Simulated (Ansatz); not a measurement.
# BP: band gap under strain

Aim: follow the gap of BP built on the zincblende prototype through these states: -5.0 % strain along x alone; +1.0 % biaxial strain in x and y, free along z; -0.5 % biaxial strain in the (111) plane, free along [111]. The table at the end shows which levels were run.

Code: Ansatz 0.2.0. PAW datasets, plane waves. No spin polarisation and no zero-point or thermal motion.

**1. The structure to begin with**

The unstrained cell was relaxed with r2SCAN; in each strained cell the atoms were relaxed again with r2SCAN. Names of k-points are those of the unstrained zone, where strain can split equivalent points. First state: -5.0 % strain along x alone.

The symmetry is I-4m2 (No. 119, tetragonal); a = 3.208 Å, c = 4.310 Å in the conventional setting, 11.09 Å³ an atom. B has 4 P at 1.93 Å; P has 4 B at 1.93 Å.

The structure in full:

Space group I-4m2 (No. 119). a = 3.208 Å, b = 3.208 Å, c = 4.310 Å, α = 90.00°, β = 90.00°, γ = 90.00°
| atom | site | symmetry | x | y | z |
| --- | --- | --- | --- | --- | --- |
| B | 2a | -4m2 | 0.0000 | 0.0000 | 0.0000 |
| P | 2d | -4m2 | 0.5000 | 0.0000 | 0.2500 |

From earlier runs on the unstrained cell: PBE 1.24 eV, r2SCAN 1.42 eV, HSE06 1.97 eV, G0W0 1.99 eV (on its mesh); a = 4.537 Å.

**2. -5.0 % strain along x alone: PBE**

Contents of input.yaml:

```yaml
crystal:
  lattice:
    - [0.0, 2.2683156866, 2.2683156866]
    - [2.1548999023, 0.0, 2.2683156866]
    - [2.1548999023, 2.2683156866, 0.0]
  atoms:
    - { symbol: B, position: [0.0, 0.0, 0.0] }
    - { symbol: P, position: [0.25, 0.25, 0.25] }
kpoints:
  mp_grid: { grid: [10, 10, 10] }
  band_path:
    path:
      - [0.0, 0.0, 0.0]
      - [-0.5, -0.5, 0.0]
      - [-0.375, -0.375, 0.25]
      - [-0.375, 0.0, 0.375]
      - [0.0, 0.0, 0.5]
      - [-0.5, -0.25, 0.25]
      - [0.0, 0.4, 0.4]
    npoints: 1
hamiltonian:
  xc: pbe
scf:
  occupations: { method: fermi_dirac, width: 0.02 }
  n_extra_bands: 4
output:
  forces: true
  stress: true
  eigenvalues: true
  write_density: true
  write_potential: true
  elf: true
  volumetric_format: npy
```

Command:

```sh
ansatz run input.yaml --threads 2 --pin off --max-ram 2211MiB --backend cpu --events-out ev --progress --plain --runs-dir out
```

The runs that follow: -5.0 % strain along x alone: r2SCAN; -5.0 % strain along x alone: HSE06; -5.0 % strain along x alone: G0W0@PBE; +1.0 % biaxial strain in x and y, free along z: PBE; +1.0 % biaxial strain in x and y, free along z: r2SCAN; +1.0 % biaxial strain in x and y, free along z: HSE06; +1.0 % biaxial strain in x and y, free along z: G0W0@PBE; -0.5 % biaxial strain in the (111) plane, free along [111]: PBE; -0.5 % biaxial strain in the (111) plane, free along [111]: r2SCAN; -0.5 % biaxial strain in the (111) plane, free along [111]: HSE06; -0.5 % biaxial strain in the (111) plane, free along [111]: G0W0@PBE.

Q: Predict the outcome of this session.

The runs gave:

Least gap in eV (negative: overlap), with the change from the unstrained cell in brackets. G0W0 is on its own coarse mesh.

```
                                                     state  volume change (%)           PBE        r2SCAN         HSE06          G0W0
                               -5.0 % strain along x alone               -5.0  0.40 (-0.84)  0.53 (-0.89)  1.09 (-0.88)  1.15 (-0.84)
            +1.0 % biaxial strain in x and y, free along z               +1.6  1.06 (-0.18)  1.22 (-0.20)  1.89 (-0.08)  1.82 (-0.17)
-0.5 % biaxial strain in the (111) plane, free along [111]               -0.9  1.21 (-0.03)  1.38 (-0.04)  1.94 (-0.03)  1.94 (-0.05)
```

**Reading.** With HSE06, of the states in the table -5.0 % strain along x alone shifts the gap most, by -0.883 eV. PBE and HSE06 differ by 0.73 eV on the unstrained gap, and by at most 0.11 eV on its change: the two disagree on the size of the gap but agree on its response to strain. G0W0 values are finite-basis, finite-mesh values.
